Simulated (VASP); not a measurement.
Given:

```
CELL_PARAMETERS angstrom
      1.34756    -2.33403     0.00000
      1.34756     2.33403     0.00000
      0.00000     0.00000     4.37509
ATOMIC_POSITIONS crystal
  Be 0.66667 0.33333 0.50006
  Be 0.33333 0.66667 0.00006
  O  0.66667 0.33333 0.87794
  O  0.33333 0.66667 0.37794
```

Calculation: PBEsol GGA, VASP's PBE PAW potentials (set 64) (plane waves; VASP 6.6.1). Settings: 520 eV cut-off, Gaussian smearing of 0.050 eV, potentials Be O.

Q: What does the run give for the band gap (along the path) with the smallest direct gap where there is one?

A: 
```json
{
 "band gap (along the path)": "7.48 eV",
 "smallest direct gap (along the path)": "7.48 eV"
}
```

Total energies compare only between runs with the same potentials, cut-off and functional.

The compound is BeO in the wurtzite structure. It was relaxed first.
